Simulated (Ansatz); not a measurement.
**(001) superlattice of 2 and 4 atomic planes of KTaO3 and KNbO3, in-plane a of KNbO3, 15 atoms**

Wanted: the effect of changed settings on energy, forces, pressure and convergence.

Program: Ansatz 0.2.0, PAW, plane waves. These are calculated values, not measurements.

## 1. The starting cell

15 atoms (3 K, 1 Ta, 2 Nb, 9 O); a = 3.986 Å, b = 3.986 Å, c = 11.958 Å, α = 90.00°, β = 90.00°, γ = 90.00°. All atoms were shaken off their sites by about 0.07 Å along each axis.

Structure file:

```xyz
15
Lattice="3.9865 0.0000 0.0000 0.0000 3.9865 0.0000 0.0000 0.0000 11.9576" Properties=species:S:1:pos:R:3 pbc="T T T"
K     0.0570    0.0873    0.1389
K     0.0716    3.8379    3.9932
K     3.8753    3.8918    8.0104
Ta    1.9262    1.9733    2.0022
Nb    1.9217    1.8685    5.9708
Nb    2.0109    1.9403    9.9809
O     1.9561    1.9335    0.0337
O     2.1524    1.9162    3.8643
O     2.0648    1.9612    7.9072
O     0.0691    1.9461    2.0571
O     3.9841    2.0419    6.0576
O     3.9722    1.9901    9.8663
O     2.1403    3.9219    1.9588
O     2.0342    3.9463    5.9846
O     2.0492    3.9668    9.8155
```

## 2. Single point with PBEsol

Contents of in.yaml:

```yaml
crystal:
  lattice:
    - [3.986480, 0.000000, 0.000000]
    - [0.000000, 3.986480, 0.000000]
    - [0.000000, 0.000000, 11.957618]
  atoms:
    - { symbol: K, position: [0.014289, 0.021895, 0.011614] }
    - { symbol: K, position: [0.017969, 0.962722, 0.333945] }
    - { symbol: K, position: [0.972116, 0.976243, 0.669898] }
    - { symbol: Ta, position: [0.483175, 0.494994, 0.167438] }
    - { symbol: Nb, position: [0.482048, 0.468701, 0.499333] }
    - { symbol: Nb, position: [0.504429, 0.486711, 0.834690] }
    - { symbol: O, position: [0.490683, 0.485020, 0.002821] }
    - { symbol: O, position: [0.539933, 0.480664, 0.323163] }
    - { symbol: O, position: [0.517944, 0.491958, 0.661271] }
    - { symbol: O, position: [0.017342, 0.488183, 0.172034] }
    - { symbol: O, position: [0.999407, 0.512201, 0.506590] }
    - { symbol: O, position: [0.996428, 0.499217, 0.825105] }
    - { symbol: O, position: [0.536883, 0.983795, 0.163814] }
    - { symbol: O, position: [0.510287, 0.989930, 0.500486] }
    - { symbol: O, position: [0.514028, 0.995071, 0.820857] }
kpoints:
  mp_grid: { grid: [4, 4, 1] }
hamiltonian:
  xc: pbesol
scf:
  occupations: { method: fermi_dirac, width: 0.01 }
output:
  forces: true
  eigenvalues: true
  stress: true
  populations: true
```

On the command line:

```
$ ansatz run in.yaml --threads 7 --pin off --max-ram 13300MiB --runs-dir r --events-out ev --progress --plain
```

## 3. Run again with at most 2 cycles

Edit in.yaml of step 2 so:

```diff
@@ -27,2 +27,3 @@
   occupations: { method: fermi_dirac, width: 0.01 }
+  max_iter: 2
 output:
@@ -31,2 +32 @@
   stress: true
-  populations: true
```

## 4. Run again with occupations fixed

Edit in.yaml of step 3 so:

```diff
@@ -26,4 +26,4 @@
 scf:
-  occupations: { method: fermi_dirac, width: 0.01 }
-  max_iter: 2
+  occupations: { method: fixed }
+  max_iter: 100
 output:
```

## 5. Variant: density threshold 0.001 eV, mixer linear

Edit in.yaml of step 4 so:

```diff
@@ -26,4 +26,6 @@
 scf:
-  occupations: { method: fixed }
-  max_iter: 100
+  occupations: { method: fermi_dirac, width: 0.01 }
+  max_iter: 90
+  convergence: { dr2_threshold: 1e-03 }
+  mixing: { algorithm: linear }
 output:
```

## 6. Run again with starting moment 1 μB, dispersion D3(BJ) with three-body term

Edit in.yaml of step 5 so:

```diff
@@ -25,2 +25,6 @@
   xc: pbesol
+  dispersion: d3bjatm
+magnetization:
+  spin_polarized: true
+  initial_magnetization: 1
 scf:
@@ -28,4 +32,2 @@
   max_iter: 90
-  convergence: { dr2_threshold: 1e-03 }
-  mixing: { algorithm: linear }
 output:
```

Q: Predict the outcome of this session. Wanted: for each run, settings; status; energy from base; forces from base.

**Answer**, as computed:

| settings | status | cycles | time | energy from base (meV/atom) | forces from base (eV/Å rms) | filled to empty level on the mesh (eV) |
| --- | --- | --- | --- | --- | --- | --- |
| base | converged | 10 | 3.1 s (7 CPU threads) | 0 | 0 | 1.43 |
| at most 2 cycles | not converged | - | 1.6 s (7 CPU threads) | - | - | - |
| occupations fixed | converged | 9 | 2.1 s (7 CPU threads) | 0.0 | 0.000 | 1.43 |
| density threshold 0.001 eV, mixer linear | refused | - | 0.1 s (7 CPU threads) | - | - | - |
| starting moment 1 μB, dispersion D3(BJ) with three-body term | converged | 13 | 6.5 s (7 CPU threads) | - | 0.001 | 1.43 |

**What this shows.** Among these variants the forces move most with starting moment 1 μB, dispersion D3(BJ) with three-body term (0.001 eV/Å rms) and least with occupations fixed (0.000). 2 of 4 variants gave no result: at most 2 cycles (not converged); density threshold 0.001 eV, mixer linear (refused).
